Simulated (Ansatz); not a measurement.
TePt:

```
Pt Te
1.0
     1.98157    1.14406    6.66103
    -1.98157    1.14406    6.66103
     0.00000   -2.28812    6.66103
Pt Te
2 2
Direct
  0.12967 0.12967 0.12967
  0.87033 0.87033 0.87033
  0.40200 0.40200 0.40200
  0.59800 0.59800 0.59800
```

| Property | Result |
| --- | --- |
| Program | Ansatz 0.2.0 |
| Task | relaxation of cell and atoms |
| Functional | PBEsol |
| Dispersion | D4 |
| Potentials or basis | Ansatz PAW |
| Cutoff | 420 eV (not typed: the program's choice for these potentials) |
| k mesh | 8 × 8 × 8 |
| Occupations | fermi-dirac, width 0.05 eV |
| Spin | no spin polarisation |

At the start: volume 22.65 Å³/atom.

Q: How do energy, volume and symmetry change on relaxing?

A: It ends after 7 steps and the volume is 21.68 Å³/atom (-4.3 %); space group R-3m (No. 166, to 0.05 Å).

Step by step:
```
step  energy change (eV)  largest force (eV/Å)  volume (Å³)
   1              0.0000                0.1857        90.60
   2             -0.0341                0.1711        87.59
   3             -0.0407                0.1225        87.23
   4             -0.0431                0.0598        86.74
   5             -0.0432                0.0291        86.65
   6             -0.0434                0.0010        86.73
   7             -0.0423                0.0013        86.73
```

Final structure:
```
Pt Te
1.0
     1.96992    1.13733    6.45184
    -1.96992    1.13733    6.45184
     0.00000   -2.27466    6.45184
Pt Te
2 2
Direct
  0.12939 0.12939 0.12939
  0.87061 0.87061 0.87061
  0.39902 0.39902 0.39902
  0.60098 0.60098 0.60098
```

Caveat: the plane-wave basis is chosen anew once the cell has moved, so the energies of steps on either side of that aren't comparable; the PAW data sets come from PBE, with cores solved anew for the run's functional, which leaves a small shift of forces and pressure.
